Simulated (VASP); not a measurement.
# CoSi (P2_13) in VASP: further runs

One crystal, CoSi, is run at these levels: r2SCAN+U; tasks: single point.

Everything below comes from runs of VASP 6.6.1. Logs are shortened: lines on timing, memory, paths and dates and some standing lists are left out, and cuts for length are marked.

### 1 The structure

Symmetry: P2_13, No. 198, cubic system. The conventional cell has a = 4.438 Å, b = 4.438 Å, c = 4.438 Å, α = 90.00°, β = 90.00°, γ = 90.00°. Around Co (site symmetry 3) lie 7 Si at 2.28 to 2.47 Å. Si (site symmetry 3) is surrounded by 7 Co at 2.28 to 2.47 Å.

### 2 Single point, r2SCAN+U, collinear spin, ferromagnetic start

Input file INCAR:

```
SYSTEM = CoSi
ALGO     = Normal         ! electronic algorithm
EDIFF    = 1E-6           ! SCF threshold, eV
ENCUT    = 520            ! plane-wave cutoff, eV
ISIF     = 2              ! what is computed and relaxed
ISMEAR   = -1             ! smearing method
ISPIN    = 2              ! spin polarisation
LASPH    = .True.         ! aspherical terms in the spheres
LCHARG   = .False.        ! write CHGCAR
LDAU     = .True.         ! DFT+U
LDAUJ    = 0 0          
LDAUL    = 2 -1           ! shell
LDAUPRINT= 1            
LDAUTYPE = 2            
LDAUU    = 2 0            ! U, eV
LMAXMIX  = 4              ! l up to which the mixer works
LMIXTAU  = .True.       
LORBIT   = 11             ! projections on sites
LREAL    = .False.        ! projectors in reciprocal space
LWAVE    = .False.        ! write WAVECAR
MAGMOM   = 2 2 2 2 0 0 0 0 ! initial moments
METAGGA  = R2SCAN         ! meta-GGA
NELM     = 120            ! most SCF steps
PREC     = Accurate       ! precision mode
SIGMA    = 0.05           ! smearing width, eV
```

Input file KPOINTS:

```
k-points
0
Gamma
  5 5 5
  0 0 0
```

Input file POSCAR:

```
CoSi
1.0
    4.4380000000      0.0000000000      0.0000000000
    0.0000000000      4.4380000000      0.0000000000
    0.0000000000      0.0000000000      4.4380000000
Co Si
4 4
Direct
    0.8600000000      0.6400000000      0.3600000000
    0.6400000000      0.3600000000      0.8600000000
    0.3600000000      0.8600000000      0.6400000000
    0.1400000000      0.1400000000      0.1400000000
    0.1570000000      0.3430000000      0.6570000000
    0.3430000000      0.6570000000      0.1570000000
    0.6570000000      0.1570000000      0.3430000000
    0.8430000000      0.8430000000      0.8430000000
```

Potentials or basis: VASP PAW PBE potentials, release 64 (Co, Si).

On the command line:

```console
$ cat potpaw_PBE.64/Co/POTCAR potpaw_PBE.64/Si/POTCAR > POTCAR
$ mpirun -np 1 vasp_std > vasp.out
```

OUTCAR:

```text
SYSTEM = CoSi
   EDIFF = 1E-6
   ENCUT = 520
   ISIF = 2
   ISMEAR = -1
   ISPIN = 2
   LASPH = .True.
   LORBIT = 11
   LREAL = .False.
   METAGGA = R2SCAN
   NELM = 120
   PREC = Accurate

 ion  position               nearest neighbor table
   1  0.860  0.640  0.360-   5 2.28   6 2.33   7 2.33   8 2.33   7 2.47   8 2.47   6 2.47   2 2.72
                             2 2.72   4 2.72   4 2.72   3 2.72   3 2.72
   2  0.640  0.360  0.860-   6 2.28   5 2.33   7 2.33   8 2.33   5 2.47   7 2.47   8 2.47   1 2.72
                             1 2.72   3 2.72   3 2.72   4 2.72   4 2.72
   3  0.360  0.860  0.640-   7 2.28   6 2.33   5 2.33   8 2.33   6 2.47   5 2.47   8 2.47   4 2.72
                             2 2.72   2 2.72   4 2.72   1 2.72   1 2.72
   4  0.140  0.140  0.140-   8 2.28   6 2.33   7 2.33   5 2.33   6 2.47   5 2.47   7 2.47   1 2.72
                             3 2.72   3 2.72   1 2.72   2 2.72   2 2.72
   5  0.157  0.343  0.657-   1 2.28   2 2.33   3 2.33   4 2.33   3 2.47   4 2.47   2 2.47   8 2.75
                             6 2.75   6 2.75   8 2.75   7 2.75   7 2.75
   6  0.343  0.657  0.157-   2 2.28   1 2.33   3 2.33   4 2.33   1 2.47   3 2.47   4 2.47   8 2.75
                             5 2.75   5 2.75   7 2.75   7 2.75   8 2.75
   7  0.657  0.157  0.343-   3 2.28   2 2.33   1 2.33   4 2.33   2 2.47   1 2.47   4 2.47   8 2.75
                             8 2.75   5 2.75   6 2.75   6 2.75   5 2.75
   8  0.843  0.843  0.843-   4 2.28   2 2.33   3 2.33   1 2.33   2 2.47   1 2.47   3 2.47   5 2.75
                             6 2.75   7 2.75   7 2.75   5 2.75   6 2.75

  LATTYP: Found a simple cubic cell.
 ALAT       =     4.4380000000

  Lattice vectors:

 A1 = (   4.4380000000,   0.0000000000,   0.0000000000)
 A2 = (   0.0000000000,   4.4380000000,   0.0000000000)
 A3 = (   0.0000000000,   0.0000000000,   4.4380000000)

Analysis of symmetry for initial positions (statically):
=====================================================================
 Subroutine PRICEL returns:
 Original cell was already a primitive cell.

 Routine SETGRP: Setting up the symmetry group for a
 simple cubic supercell.

 Subroutine GETGRP returns: Found 12 space group operations
 (whereof  3 operations were pure point group operations)
 out of a pool of 48 trial point group operations.

The static configuration has the point symmetry C_3 .
 The point group associated with its full space group is T   .

Analysis of symmetry for dynamics (positions and initial velocities):
=====================================================================
 Subroutine PRICEL returns:
 Original cell was already a primitive cell.

 Routine SETGRP: Setting up the symmetry group for a
 simple cubic supercell.

 Subroutine GETGRP returns: Found 12 space group operations
 (whereof  3 operations were pure point group operations)
 out of a pool of 48 trial point group operations.

The dynamic configuration has the point symmetry C_3 .
 The point group associated with its full space group is T   .

Analysis of structural, dynamic, and magnetic symmetry:
[... 301 lines left out ...]

 spin component 1

 k-point     1 :       0.0000    0.0000    0.0000
  band No.  band energies     occupation
      1      -2.3471      1.00000
      2       3.2607      1.00000
      3       3.2607      1.00000
      4       3.2607      1.00000
      5       5.9159      1.00000
      6       5.9159      1.00000
[... 407 lines left out ...]
     34      17.6302      0.00000
     35      18.1691      0.00000
 Fermi energy:        12.7937452169

 spin component 2

 k-point     1 :       0.0000    0.0000    0.0000
  band No.  band energies     occupation
      1      -2.4627      1.00000
      2       3.3447      1.00000
      3       3.3447      1.00000
      4       3.3447      1.00000
      5       6.1692      1.00000
      6       6.1692      1.00000
[... 407 lines left out ...]
     34      17.8743      0.00000
     35      18.4245      0.00000

------------------------ aborting loop because EDIFF is reached ----------------------------------------

  FORCE on cell =-STRESS in cart. coord.  units (eV):
  Direction    XX          YY          ZZ          XY          YZ          ZX
  --------------------------------------------------------------------------------------
  -------------------------------------------------------------------------------------
  Total       -0.4964411     -0.4964411     -0.4964411     -0.0000000      0.0000000      0.0000000
  in kB       -9.0994770     -9.0994770     -9.0994770     -0.0000000      0.0000000      0.0000000
  external PRESSURE =      -9.0994770 kB  Pullay stress =       0.0000000 kB

 VOLUME and BASIS-vectors are now :
 -----------------------------------------------------------------------------
  energy-cutoff  :      520.00
  volume of cell :       87.41
      direct lattice vectors                 reciprocal lattice vectors
     4.438000000  0.000000000  0.000000000     0.225326724  0.000000000  0.000000000
     0.000000000  4.438000000  0.000000000     0.000000000  0.225326724  0.000000000
     0.000000000  0.000000000  4.438000000     0.000000000  0.000000000  0.225326724

 POSITION                                       TOTAL-FORCE (eV/Angst)
 -----------------------------------------------------------------------------------
      3.81668      2.84032      1.59768         0.025594     -0.025594      0.025594
      2.84032      1.59768      3.81668        -0.025594      0.025594      0.025594
      1.59768      3.81668      2.84032         0.025594      0.025594     -0.025594
      0.62132      0.62132      0.62132        -0.025594     -0.025594     -0.025594
      0.69677      1.52223      2.91577        -0.054132      0.054132     -0.054132
      1.52223      2.91577      0.69677         0.054132     -0.054132     -0.054132
      2.91577      0.69677      1.52223        -0.054132     -0.054132      0.054132
      3.74123      3.74123      3.74123         0.054132      0.054132      0.054132
 -----------------------------------------------------------------------------------
    total drift:                                0.000000      0.000000      0.000000

  FREE ENERGIE OF THE ION-ELECTRON SYSTEM (eV)
  ---------------------------------------------------
  free  energy   TOTEN  =       -84.9088628732 eV

  energy  without entropy=      -84.8961348011  energy(sigma->0) =      -84.90249884

 total charge

# of ion       s       p       d       tot
------------------------------------------
    1        0.455   0.664   7.555   8.674
    2        0.455   0.664   7.555   8.674
    3        0.455   0.664   7.555   8.674
    4        0.455   0.664   7.555   8.674
    5        0.722   0.893   0.000   1.615
    6        0.722   0.893   0.000   1.615
    7        0.722   0.893   0.000   1.615
    8        0.722   0.893   0.000   1.615
--------------------------------------------------
tot          4.706   6.230  30.222  41.157

 magnetization (x)

# of ion       s       p       d       tot
------------------------------------------
    1        0.004  -0.011   1.097   1.091
    2        0.004  -0.011   1.097   1.091
    3        0.004  -0.011   1.097   1.091
    4        0.004  -0.011   1.097   1.091
    5        0.004  -0.017   0.000  -0.013
    6        0.004  -0.017   0.000  -0.013
    7        0.004  -0.017   0.000  -0.013
    8        0.004  -0.017   0.000  -0.013
--------------------------------------------------
tot          0.032  -0.109   4.388   4.311
```

OSZICAR:

```text
N       E                     dE             d eps       ncg     rms          rms(c)
DAV:   1     0.329941524650E+03    0.32994E+03   -0.22976E+04  1540   0.176E+03
DAV:   2    -0.638917050026E+02   -0.39383E+03   -0.37718E+03  1540   0.379E+02
DAV:   3    -0.942015110483E+02   -0.30310E+02   -0.28791E+02  1626   0.130E+02
[... 14 lines left out ...]
DAV:  18    -0.849088373462E+02   -0.15513E-04   -0.31083E-04  2277   0.220E-01    0.260E-02
DAV:  19    -0.849088536127E+02   -0.16266E-04   -0.46495E-05  1860   0.823E-02    0.168E-02
DAV:  20    -0.849088598689E+02   -0.62563E-05   -0.72188E-06  1824   0.347E-02    0.839E-03
DAV:  21    -0.849088628382E+02   -0.29693E-05   -0.92903E-06  2139   0.437E-02    0.287E-03
DAV:  22    -0.849088628732E+02   -0.35001E-07   -0.22447E-06  1020   0.156E-02
   1 F= -.84908863E+02 E0= -.84902499E+02  d E =-.127281E-01  mag=     3.9328
```

Wall time 2.9 min (1 thread of Intel Xeon 6975P-C (Granite Rapids), shared host); peak memory 0.29 GiB.

Results:

```yaml
Free_energy: -84.9089 eV
Pressure: -0.9 GPa
Largest_force: 0.094 eV/Å
Band_gap_on_the_k_mesh: none (metal or under the smearing width)
Net_moment: 3.93 μB per cell
Site_moments: Co +1.09; Si -0.01 μB
Valence_electrons_inside_the_program's_atomic_spheres: Co 8.67; Si 1.61
```

Forces on the atoms (eV/Å):
```
Co   0.026 -0.026  0.026
Co  -0.026  0.026  0.026
Co   0.026  0.026 -0.026
Co  -0.026 -0.026 -0.026
Si  -0.054  0.054 -0.054
Si   0.054 -0.054 -0.054
Si  -0.054 -0.054  0.054
Si   0.054  0.054  0.054
```

Eigenvalues of the final occupation matrices:
```csv
site,spin,trace,eigenvalues
site 1 d,1,4.34,0.84 0.85 0.85 0.90 0.90
site 1 d,2,3.25,0.42 0.42 0.80 0.80 0.82
site 2 d,1,4.34,0.84 0.85 0.85 0.90 0.90
site 2 d,2,3.25,0.42 0.42 0.80 0.80 0.82
site 3 d,1,4.34,0.84 0.85 0.85 0.90 0.90
site 3 d,2,3.25,0.42 0.42 0.80 0.80 0.82
site 4 d,1,4.34,0.84 0.85 0.85 0.90 0.90
site 4 d,2,3.25,0.42 0.42 0.80 0.80 0.82
```

Caveat: the PAW data sets were made with another functional, which shifts forces and pressure a little; the U is typed as a test and isn't derived for this compound.

### 3 Single point, r2SCAN+U, collinear spin, ferromagnetic start

Edit INCAR of step 2 so:

```diff
@@ -14,3 +14,3 @@
 LDAUTYPE = 2            
-LDAUU    = 2 0            ! U, eV
+LDAUU    = 3 0            ! U, eV
 LMAXMIX  = 4              ! l up to which the mixer works
```

KPOINTS is that of step 2.

POSCAR is that of step 2.

Potentials or basis: VASP PAW PBE potentials, release 64 (Co, Si).

On the command line:

```console
$ cat potpaw_PBE.64/Co/POTCAR potpaw_PBE.64/Si/POTCAR > POTCAR
$ mpirun -np 1 vasp_std > vasp.out
```

Run time: 2.7 min. Hardware: 1 thread of Intel Xeon 6975P-C (Granite Rapids), shared host; peak memory 0.29 GiB.

It converged, with:

| Item | Value |
| --- | --- |
| Free energy | -81.9381 eV |
| Pressure | -0.6 GPa |
| Largest force | 0.123 eV/Å |
| Band gap on the k mesh | none (metal or under the smearing width) |
| Net moment | 4.00 μB per cell |
| Site moments | Co +1.15; Si -0.03 μB |
| Valence electrons inside the program's atomic spheres | Co 8.70; Si 1.61 |

Forces in eV/Å, atoms in the order of the input:
```
Co   0.028 -0.028  0.028
Co  -0.028  0.028  0.028
Co   0.028  0.028 -0.028
Co  -0.028 -0.028 -0.028
Si  -0.071  0.071 -0.071
Si   0.071 -0.071 -0.071
Si  -0.071 -0.071  0.071
Si   0.071  0.071  0.071
```

Levels at points of the mesh, in eV from the Fermi level:
Spin up:
```csv
k point,band 25,band 26,band 27,band 28,band 29,band 30,band 31,band 32
"(0.00, 0.00, 0.00)",-2.36,-2.36,-2.36,1.27,1.27,1.27,1.45,1.45
```
Spin down:
| k point | band 22 | band 23 | band 24 | band 25 | band 26 | band 27 |
| --- | --- | --- | --- | --- | --- | --- |
| (0.00, 0.00, 0.00) | -1.77 | -1.77 | -1.77 | 0.63 | 0.63 | 0.63 |

Eigenvalues of the final occupation matrices:
| site | spin | trace | eigenvalues |
| --- | --- | --- | --- |
| site 1 d | 1 | 4.39 | 0.85 0.86 0.86 0.91 0.91 |
| site 1 d | 2 | 3.23 | 0.39 0.39 0.81 0.81 0.83 |
| site 2 d | 1 | 4.39 | 0.85 0.86 0.86 0.91 0.91 |
| site 2 d | 2 | 3.23 | 0.39 0.39 0.81 0.81 0.83 |
| site 3 d | 1 | 4.39 | 0.85 0.86 0.86 0.91 0.91 |
| site 3 d | 2 | 3.23 | 0.39 0.39 0.81 0.81 0.83 |
| site 4 d | 1 | 4.39 | 0.85 0.86 0.86 0.91 0.91 |
| site 4 d | 2 | 3.23 | 0.39 0.39 0.81 0.81 0.83 |

Caveat: the PAW data sets were made with another functional, which shifts forces and pressure a little; the U is typed as a test and isn't derived for this compound. The state reached can hang on the start; a lower one may exist.

### 4 For comparison

An earlier run on the cell as given: functional PBE; potentials or basis VASP PAW PBE potentials, release 64 (Co, Si); cutoff 520 eV; k mesh 6 × 6 × 6; occupations fermi-dirac, width 0.05 eV; collinear spin, ferromagnetic start; starting moments [2.0, 2.0, 2.0, 2.0, 0.0, 0.0, 0.0, 0.0] μB.

* Pressure: -0.4 GPa
* Largest force: 0.270 eV/Å
* Band gap on the k mesh: none (metal or under the smearing width)
* Net moment: 0.00 μB per cell
* Valence electrons inside the program's atomic spheres: Co 8.61; Si 1.61
